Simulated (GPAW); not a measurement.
Wanted: an ASE script for a GPAW 26.7.0 run.

| Item | Value |
| --- | --- |
| Task | band structure |
| Functional | PBE |
| Potentials or basis | JTH PAW 2.0, PBE |
| Cutoff | 600 eV |
| Basis | pw |
| k mesh | 8 × 8 × 5 |
| Occupations | fermi-dirac, width 0.05 eV |
| Spin | no spin polarisation |
| Maxiter | 150 |
| Band path | GMKGALHA,LM,KH |
| Band points | 80 |
| Data set | Ru jth |

The system is Ru.

```
CELL_PARAMETERS angstrom
2.70580 0.00000 0.00000
-1.35290 2.34329 0.00000
0.00000 0.00000 4.28190
ATOMIC_POSITIONS crystal
Ru 0.66667 0.33333 0.75000
Ru 0.33333 0.66667 0.25000
```

The input as run:

run.py

```python
from ase import Atoms
from ase.dft.bandgap import bandgap
from ase.io import write
from ase.units import GPa
from gpaw import GPAW, PW, setup_paths

setup_paths.insert(0, '.')

atoms = Atoms(['Ru', 'Ru'],
              cell=[[2.7058, 0.0, 0.0],
                    [-1.3529, 2.3432915376, 0.0],
                    [0.0, 0.0, 4.2819]],
              scaled_positions=[[0.6666666667, 0.3333333333, 0.75],
                                [0.3333333333, 0.6666666667, 0.25]],
              pbc=True)

calc = GPAW(mode=PW(600),
            xc='PBE',
            kpts={'size': (8, 8, 5), 'gamma': True},
            occupations={'name': 'fermi-dirac', 'width': 0.05},
            setups={'Ru': 'jth'},
            nbands=-13,
            convergence={'density': 1e-05, 'energy': 1e-05},
            maxiter=150,
            txt='gpaw.txt')
atoms.calc = calc
energy = atoms.get_potential_energy()
forces = atoms.get_forces()
stress = atoms.get_stress()
calc.write('gs.gpw')
write('result.traj', atoms)
print(f'Energy: {energy:.6f} eV')
print('Forces (eV/A):')
print(forces.round(4))
print('Stress (GPa):', (stress / GPa).round(3))
print('Fermi level:', round(calc.get_fermi_level(), 4), 'eV')
print(f'Gap: {bandgap(calc)[0]:.4f} eV, direct: {bandgap(calc, direct=True)[0]:.4f} eV')

path = atoms.cell.bandpath('GMKGALHA,LM,KH', npoints=80, eps=1e-4)
bs_calc = calc.fixed_density(kpts=path, symmetry='off', nbands=-21,
                             convergence={'bands': 'CBM+6.0', 'eigenstates': 1e-6}, txt='bands.txt')
bs = bs_calc.band_structure()
bs.write('bs.json')
print(f'Gap on the path: {bandgap(bs_calc)[0]:.4f} eV')
```

Potentials or basis: JTH PAW 2.0, PBE, pw.

Launch:

```console
$ OMP_NUM_THREADS=1 python run.py
```

Results of the run:

The pressure is 3.8 GPa and the band gap along the path is none (metal or under the smearing width).

Caveat: the program truncates these outside data sets.

It took 25 s on 1 thread of Intel(R) Xeon(R) Platinum 8488C (Sapphire Rapids), with other jobs on the host, peak memory 0.23 GiB.
